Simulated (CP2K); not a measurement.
Runs of CP2K 2026.2 on Sc. The typed cell holds 1 atom: a = 3.202 Å, b = 3.216 Å, c = 3.226 Å, α = 61.44°, β = 61.31°, γ = 62.16°. This isn't the form of Sc at room conditions, which is hcp.

```tsv
potentials or basis	potentials	gap on the mesh (eV)	pressure (GPa)
POTENTIAL_UZH Sc GTH-PBE0-q11; DZVP-MOLOPT-SR-GTH basis	Sc GTH-PBE0-q11 of POTENTIAL_UZH	none	(b)
POTENTIAL_UZH Sc GTH-SCAN-q11; DZVP-MOLOPT-SR-GTH basis	Sc GTH-SCAN-q11 of POTENTIAL_UZH	none	0.2
GTH_POTENTIALS Sc GTH-PADE-q11; DZVP-MOLOPT-SR-GTH basis	Sc GTH-PADE-q11 of GTH_POTENTIALS	none	0.6
GTH_POTENTIALS Sc GTH-PBE-q11; DZVP-MOLOPT-SR-GTH basis	Sc GTH-PBE-q11 of GTH_POTENTIALS	none	0.9
GTH_POTENTIALS Sc GTH-BLYP-q11; DZVP-MOLOPT-SR-GTH basis	Sc GTH-BLYP-q11 of GTH_POTENTIALS	none	(a)
```

Alike in all rows: task single point; level PBE; no spin polarisation; cell as given; k mesh 10 × 10 × 10; smearing fermi-dirac 0.05 eV.

**Question.** Fill in the values left out.

**Answer.** (a) 1.1; (b) 0.8.

Caveats: the basis of atomic orbitals isn't converged, which shifts pressures, moduli and gaps; the potentials were made for another functional, which shifts forces and pressure (some runs).

A gap of «none» marks a metal or a gap under the smearing width.
